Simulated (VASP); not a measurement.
Here is a VASP 6.6.1 calculation.

INCAR

```
SYSTEM = BeTe
  PREC = Accurate
  ENCUT = 520
  EDIFF = 1E-6
  ISMEAR = 0
  SIGMA = 0.05
  LREAL = .FALSE.
  LASPH = .TRUE.
  NELM = 100
  ALGO = Normal
  ISIF = 2
  LWAVE = .FALSE.
  LCHARG = .TRUE.
  GGA = PE
  LELF = .TRUE.
  LVHAR = .TRUE.
  NBANDS = 11
```

KPOINTS

```
Automatic mesh
0
G
  8 8 8
  0 0 0
```

The input POSCAR:

```
BeTe
1.0
    0.0000000000      2.7700000000      2.7700000000
    2.7700000000      0.0000000000      2.7700000000
    2.7700000000      2.7700000000      0.0000000000
Be Te
1 1
Direct
    0.0000000000      0.0000000000      0.0000000000
    0.7500000000      0.7500000000      0.7500000000
```

Potentials or basis: VASP PAW PBE potentials, release 64 (Be, Te).

Launch:

```console
$ cat potpaw_PBE.64/Be/POTCAR potpaw_PBE.64/Te/POTCAR > POTCAR
$ mpirun -np 1 vasp_std > vasp.out
```

(1) Predict the pressure.

(2) What does it give for the band gap on the k mesh?

Results:

(1) 4.5 GPa.

(2) 1.85 eV, indirect (least direct gap 3.56 eV).

Caveat: spin-orbit coupling is left out, which moves the levels of the heavy elements.
